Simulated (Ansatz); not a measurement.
**Calculation log, TlCl (Pm-3m) (phonons)**

Level of theory: PBEsol, PAW on Ansatz 0.2.0's default frozen-core files (fitted under PBE), scalar-relativistic.

The cell comes from a PAW relaxation under the same functional.

Command:

```sh
ansatz run input.yaml --threads 2 --pin off --max-ram 5120MiB --backend cpu --events-out ev --progress --plain --runs-dir out
```

Input:

```yaml
crystal:
  lattice:
    - [3.7692380597, 0.0, 0.0]
    - [0.0, 3.7692380597, 0.0]
    - [0.0, 0.0, 3.7692380597]
  atoms:
    - { symbol: Tl, position: [0.0, 0.0, 0.0] }
    - { symbol: Cl, position: [0.5, 0.5, 0.5] }
kpoints:
  mp_grid: { grid: [6, 6, 6] }
scf:
  occupations: { method: fixed }
hamiltonian:
  xc: pbesol
  pseudopotentials: { kind: paw }
phonons:
  method: dfpt
  dielectric: true
  rigid_motions: translations
```

Output (shortened where marked):

```
Warning: RAYON_NUM_THREADS=2 ignored (pool sized by the plan → 2); use --threads N
Engine: ansatz 0.2.0, x86_64-unknown-linux-gnu
Pseudopotentials: kind: paw
Pseudopotential: Tl, paw, valence charge 13, recommended cutoff 420 eV (normal), Tl.paw.azcp
Pseudopotential: Cl, paw, valence charge 7, recommended cutoff 420 eV (normal), Cl.paw.azcp
Functional definition: PBEsol
  exchange = pbesol_x
  correlation = pbesol_c
Crystal: 2 atoms, lattice volume = 53.550 Å³
Basis set: ecut = 420 eV, 1021 PW (Γ), exchange–correlation on 54×54×54 points (8 copies of the dense FFT grid, shifted against one another)
Bands: 14, of which v1, the nominal top of the filled ones, is band 10 counted from 1 (9 counted from 0)
Symmetry: 48 space group operations
k-points: 40 of 216 (irreducible under 8 space group operations, time reversal used)
Non-local potential: Tl, projectors of the file, l = 0: 2, l = 1: 2, l = 2: 2, l = 3: 1
Non-local potential: Cl, projectors of the file, l = 0: 2, l = 1: 2, l = 2: 2
PAW form: soft (Blöchl's): semilocal exchange-correlation on the pseudo side does not see the compensation charge
PAW frozen core: Tl, regenerated for the run's functional, and the local potential with it (the file was generated under x = pbe(κ = 0.804, μ = 0.2195149727645171), c = pbe(β = 0.06672455060314922))
PAW frozen core: Cl, regenerated for the run's functional, and the local potential with it (the file was generated under x = pbe(κ = 0.804, μ = 0.2195149727645171), c = pbe(β = 0.06672455060314922))
PAW one-centre angular grid: Tl, 590 points (default); XC on 64 Gauss nodes
PAW one-centre angular grid: Cl, 110 points (default); XC on 64 Gauss nodes
Initial density: superposition of atomic densities (neutral atoms: chi_scale 0, normalization atom), corrected by the library's trained network
Initial wavefunctions: pseudopotential atomic-orbital guess
Functional: x = pbesol(κ = 0.804, μ = 0.12345679012345678), c = pbesol(β = 0.046)
SCF iter   1: F=—  HF=-12358.335037 eV  |F-HF|=—  |Δ(HF+E_count)|=         —  Δρ=4.82e-3  dr2=2.15e-2  ethr=1.77e-3  ⟨swp⟩=4.3  Hψ=2574  notcnv=0  defer=61
preconditioner: auto → none  [insulator: Δε(μ)=1.704 eV  Ē_g=13.431 eV  n_scr=6 (ndim 8)  ℏωp=22.7 eV  f_vac=0.000  ε∞_Penn≈3.9]
SCF iter   2: F=—  HF=-12358.327083 eV  |F-HF|=—  |Δ(HF+E_count)|=   7.95e-3  Δρ=1.53e-3  dr2=1.29e-3  ethr=1.07e-4  ⟨swp⟩=2.3  Hψ=1191  notcnv=0  defer=72
SCF iter   3: F=—  HF=-12358.326734 eV  |F-HF|=—  |Δ(HF+E_count)|=   3.49e-4  Δρ=5.90e-4  dr2=1.29e-4  ethr=6.46e-6  ⟨swp⟩=2.7  Hψ=1048  notcnv=0  defer=72
SCF iter   4: F=—  HF=-12358.326745 eV  |F-HF|=—  |Δ(HF+E_count)|=   1.12e-5  Δρ=1.84e-4  dr2=1.08e-5  ethr=6.44e-7  ⟨swp⟩=1.2  Hψ=595  notcnv=0  defer=21
SCF iter   5: F=—  HF=-12358.326742 eV  |F-HF|=—  |Δ(HF+E_count)|=   3.46e-6  Δρ=1.41e-5  dr2=7.45e-8  ethr=5.39e-8  ⟨swp⟩=2.5  Hψ=972  notcnv=0  defer=1
SCF iter   6: F=—  HF=-12358.326745 eV  |F-HF|=—  |Δ(HF+E_count)|=   3.14e-6  Δρ=1.98e-6  dr2=1.18e-9  ethr=3.73e-10  ⟨swp⟩=2.0  Hψ=858  notcnv=0
SCF iter   7: F=-12358.326745 eV  HF=-12358.326745 eV  |F-HF|=2.00e-11  |Δ(HF+E_count)|=   1.88e-9  Δρ=3.24e-7  dr2=2.56e-11  ethr=1.00e-12  ⟨swp⟩=7.1  Hψ=3093  notcnv=0
[... 2 lines left out ...]
DFPT response loops at Γ: preconditioner auto → none (the input reference at scf.mixing.eps_inf says where Resta's filter doesn't serve); β = 0.50; Broyden in place of MSR1
── the response to a field inside a basis, on 8×8×8 k-points: an SCF that follows is theirs, and a resumed run solves both again ──
Bands: 11, of which v1, the nominal top of the filled ones, is band 10 counted from 1 (9 counted from 0)
k-points: 20
Initial density: handed on by an earlier stage of this run
Initial wavefunctions: pseudopotential atomic-orbital guess (no wavefunctions were taken with the density)
Eigensolver: Dense (20 Hₖ)
SCF iter   1: F=—  HF=-12358.326146 eV  |F-HF|=—  |Δ(HF+E_count)|=         —  Δρ=7.32e-5  dr2=9.73e-7  ethr=1.00e-1
preconditioner: auto → none  [insulator: Δε(μ)=2.172 eV  Ē_g=11.072 eV  n_scr=6 (ndim 8)  ℏωp=22.7 eV  f_vac=0.000  ε∞_Penn≈5.2]
SCF iter   2: F=—  HF=-12358.326146 eV  |F-HF|=—  |Δ(HF+E_count)|=   6.79e-8  Δρ=3.86e-5  dr2=1.39e-7  ethr=4.87e-9
SCF iter   3: F=-12358.326146 eV  HF=-12358.326146 eV  |F-HF|=1.73e-8  |Δ(HF+E_count)|=   6.76e-8  Δρ=1.72e-5  dr2=3.40e-8  ethr=6.96e-10
SCF 1 converged in 3 iterations: F = -12358.326146 eV  dr2 = 3.40e-8
DFPT response loops at Γ: mixed as the last ones told, above
WARN: field response: ε∞ stands inside a basis, on 8×8×8 points; the force constants stand on the 6×6×6 k-mesh, whose period is 9.88 times the interband length at k = (0.0000, 0.0000, -0.5000), direct gap 1.795 eV, under 14: take ...
SCF converged after 7 iterations
Free energy (F): -12358.326745 eV
Harris-Foulkes:  -12358.326745 eV  (|F-HF|=2.00e-11)
Internal energy: -12358.326745 eV  (E = F + TS)
E sigma→0 (E₀):  -12358.326745 eV
Fermi energy:    5.825802 eV
--- Per-component energies (eV) ---
  E_band       = -29.750903
  E_kinetic    = 492.023250
  E_local      = -1154.316666  (includes V_loc(G=0)·N_el)
  E_nonlocal   = 348.891260
  E_hartree    = 407.228327
  E_xc         = -335.146004
  E_vxc        = -263.721282  (∫ρ·V_xc dr)
  E_paw        = -10656.843590  (= ΣΔE_a)
  E_vpaw       = -267.084199  (= ΣTr[D̂ρ^β])
  E_aug_tail   = 0.000129  (compensation charges beyond the density's cutoff)
  E_ewald      = -1460.280147
  E_core_change = 0.116697  (= ΣΔE_core)
  E_smearing   = -0.000000  (= −TS)
  E_closure    = -0.000000  (closes the sum)
  Σ components = -12358.326745   (vs F -12358.326745, Δ=0.00e0)
  k mesh reduced under 8 symmetry operations, with k and −k counted as one. Each operation leaves every solved perturbation unchanged. A smaller set is not considered because the run solves the response to a homogeneous field
  ASR residual: 3.498e-4 → 0.000e0 eV/Å²; symmetrization residual: 1.222e-5 eV/Å²
  ASR residual per site (eV/Å²): 7.20e-5 3.50e-4
  Γ frequencies (cm⁻¹): 0.00 0.00 0.00 50.42 50.42 50.42
  ε∞ (high-frequency dielectric tensor):
        5.843720     0.000000     0.000000
        0.000000     5.843720     0.000000
        0.000000     0.000000     5.843720
  ε⁰ (static dielectric tensor: ions relaxed, cell fixed):
       58.757538     0.000000     0.000000
        0.000000    58.757538     0.000000
        0.000000     0.000000    58.757538
  ε⁰ − ε∞ (ionic part):
       52.913818     0.000000     0.000000
        0.000000    52.913818     0.000000
        0.000000     0.000000    52.913818
  softest optical mode at Γ: 50.42 cm⁻¹; the repairs (sum rule, projections) moved no ω² at Γ by more than (1.80 cm⁻¹)²
  Born effective charges Z* (e; rows j = field, columns β = displacement):
    site 0:
         2.10308    0.00000    0.00000
         0.00000    2.10308    0.00000
         0.00000    0.00000    2.10308
    site 1:
        -2.10308   -0.00000    0.00000
        -0.00000   -2.10308   -0.00000
         0.00000    0.00000   -2.10308
  Z* charge neutrality: 7.408e-4 e pre-enforcement
  solved inside a basis spanned on kpoints, on 8×8×8 k-points transformed towards the longest dipole: ε∞ is read to err by 1.8e-2, Z* by 1.4e-2 e (field_mesh: kpoints solves on kpoints); Z* is corrected for what the basis lacks
  optical modes at Γ without the LO–TO term, one row a degenerate level:
      ω (cm⁻¹)  modes    IR ((D/Å)²/amu)
         50.42      3            10.1331
  optical modes at Γ + LO–TO along q̂ = [1.0000, 0.0000, 0.0000]:
      ω (cm⁻¹)  modes    IR ((D/Å)²/amu)
         50.42      2             6.7554
        159.89      1             3.3777
  optical modes at Γ + LO–TO along q̂ = [0.0000, 1.0000, 0.0000]:
      ω (cm⁻¹)  modes    IR ((D/Å)²/amu)
         50.42      2             6.7554
        159.89      1             3.3777
  optical modes at Γ + LO–TO along q̂ = [0.0000, 0.0000, 1.0000]:
      ω (cm⁻¹)  modes    IR ((D/Å)²/amu)
         50.42      2             6.7554
        159.89      1             3.3777
```

The calculation finished and met its thresholds.

### Zone-centre phonons

Harmonic phonons of a crystal by Kohn-Sham DFT at the given cell, standard atomic masses, acoustic sum rule imposed; negative wavenumbers are unstable modes; optical zone-centre levels upwards with Mulliken labels, activity, and the element with most of the kinetic energy.

- Point group: m-3m

| number | phonon wavenumber (cm⁻¹) | label | infrared | raman | lead element |
| --- | --- | --- | --- | --- | --- |
| 1 | 50.4 | T1u | yes | no | Cl |

**Field response**

Linear response of an insulating crystal by Kohn-Sham DFT to a field and to zone-centre displacements, local fields included; Born charges neutralised; LO modes for wave vectors along x and z; Cartesian axes as in the input.

- Dielectric electronic (x, y, z): 5.844, 5.844, 5.844
- Dielectric static (x, y, z): 58.76, 58.76, 58.76
- Highest phonon with field along x: 159.9 cm⁻¹
- Highest phonon with field along z: 159.9 cm⁻¹
- Highest phonon without field: 50.42 cm⁻¹

```
atom  born charge xx (e)  born charge yy (e)  born charge zz (e)
 Tl1               2.103               2.103               2.103
 Cl2              -2.103              -2.103              -2.103
```

Known limits: frozen-core PAW files fitted under PBE, their cores solved anew for the functional of the run; no spin-orbit coupling on heavy atoms; zone-boundary modes aren't tested; field response not resolved by the mesh; no LO-TO term at the zone centre.

Cost: 6.3 s on 2 threads of Intel(R) Xeon(R) 6975P-C (Granite Rapids) (shared host), peak memory 0.51 GiB.
